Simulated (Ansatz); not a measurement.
# TaN (TaN (100), 2 layers): a single-point run

Aim: a sound single-point run of TaN (TaN (100), 2 layers). The structure is shown as the input types it.

Computed with Ansatz 0.2.0 (DFT, PBE, PAW with Ansatz's default frozen-core files, scalar-relativistic, unless a step's input says otherwise).

## (1) Starting point

The structure is tetragonal, space group P4/nmm (No. 129). Conventional cell: a = 3.123 Å, b = 3.123 Å, c = 18.209 Å, α = 90.00°, β = 90.00°, γ = 90.00°. Ta (site symmetry 4mm) is surrounded by 5 N at 2.21 to 2.22 Å. Around N (site symmetry 4mm) lie 5 Ta at 2.21 to 2.22 Å.

Structure file:

```cif
data_structure
_symmetry_space_group_name_H-M 'P 1'
_symmetry_Int_Tables_number 1
_cell_length_a 3.1234
_cell_length_b 3.1234
_cell_length_c 18.2086
_cell_angle_alpha 90.000
_cell_angle_beta 90.000
_cell_angle_gamma 90.000
_cell_volume 177.64
loop_
_atom_site_label
_atom_site_type_symbol
_atom_site_fract_x
_atom_site_fract_y
_atom_site_fract_z
_atom_site_occupancy
Ta1 Ta 0.00000 0.00000 0.44649 1
N1 N 0.50000 0.50000 0.43218 1
Ta2 Ta 0.50000 0.50000 0.55351 1
N2 N 0.00000 0.00000 0.56782 1
```

## (2) The run

input.yaml reads:

```yaml
crystal:
  lattice:
    - [3.1233934579, 0.0, 0.0]
    - [0.0, 3.1233934579, 0.0]
    - [0.0, 0.0, 18.2086]
  atoms:
    - { symbol: Ta, position: [0.0, 0.0, 0.4464927893] }
    - { symbol: "N", position: [0.5, 0.5, 0.432184992] }
    - { symbol: Ta, position: [0.5, 0.5, 0.5535072038] }
    - { symbol: "N", position: [0.0, 0.0, 0.5678150148] }
  periodic: [true, true, false]
kpoints:
  mp_grid: { grid: [13, 13, 1] }
scf:
  occupations: { method: fermi_dirac, width: 0.08 }
  max_iter: 3
hamiltonian:
  xc: pbe
  pseudopotentials: { kind: paw }
output:
  forces: true
  stress: true
  eigenvalues: true
```

Command:

```console
$ ansatz run input.yaml --threads 1 --pin off --max-ram 3584MiB --backend cpu --events-out ev --progress --plain --runs-dir out
```

**Question.** How will this run end, and is anything wrong with its input?

After 3 cycles the loop was ended unconverged. The density residual dr2 fell from 0.0476 to 0.00113 eV (threshold 1.0e-7) and was still falling. Its last energy is not a result.

Look at the input: scf.max_iter is 3. The run was allowed too few self-consistency cycles to reach its threshold.

Fix: delete scf.max_iter (the default then holds).
